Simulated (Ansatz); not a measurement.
AlN, one cell by several methods

```
CELL_PARAMETERS angstrom
0.00000 1.97800 1.97800
1.97800 0.00000 1.97800
1.97800 1.97800 0.00000
ATOMIC_POSITIONS crystal
Al 0.00000 0.00000 0.00000
N 0.50000 0.50000 0.50000
```

Atoms are numbered in the order listed.

The geometry is COD entry 1523095, unchecked; take it as a test cell.

All numbers are computed: DFT, LDA, PAW with Ansatz's default frozen-core files, scalar-relativistic (Ansatz 0.2.0); DFT, LDA, all-electron LAPW, scalar-relativistic (Ansatz 0.2.0).

For PAW: a Γ-centred 10×10×10 k mesh, Fermi–Dirac smearing of 0.02 eV, cutoff 420 eV, no spin polarisation; the PAW files were made with PBE, and the program remakes their frozen cores for this functional. LAPW targets a basis error of 1 meV/atom. The Ansatz runs share mesh, smearing and spin set-up. Plane-wave (PAW) pressures include the program's estimate of the Pulay term.

Stress and pressure are positive in compression.

Levels count from the top of the valence band.

PAW results:

```
                      quantity     PAW
                pressure (GPa)   12.44
                 band gap (eV)   5.069
highest filled level at X (eV)  -2.982
  lowest empty level at X (eV)   5.069
highest filled level at L (eV)  -1.215
  lowest empty level at L (eV)   6.565
```

Problem. What does LAPW (all electrons) give for the same quantities?

Solution. 
| quantity | LAPW |
| --- | --- |
| pressure (GPa) | 12.45 |
| band gap (eV) | 5.090 |
| highest filled level at X (eV) | -2.982 |
| lowest empty level at X (eV) | 5.090 |
| highest filled level at L (eV) | -1.204 |
| lowest empty level at L (eV) | 6.554 |
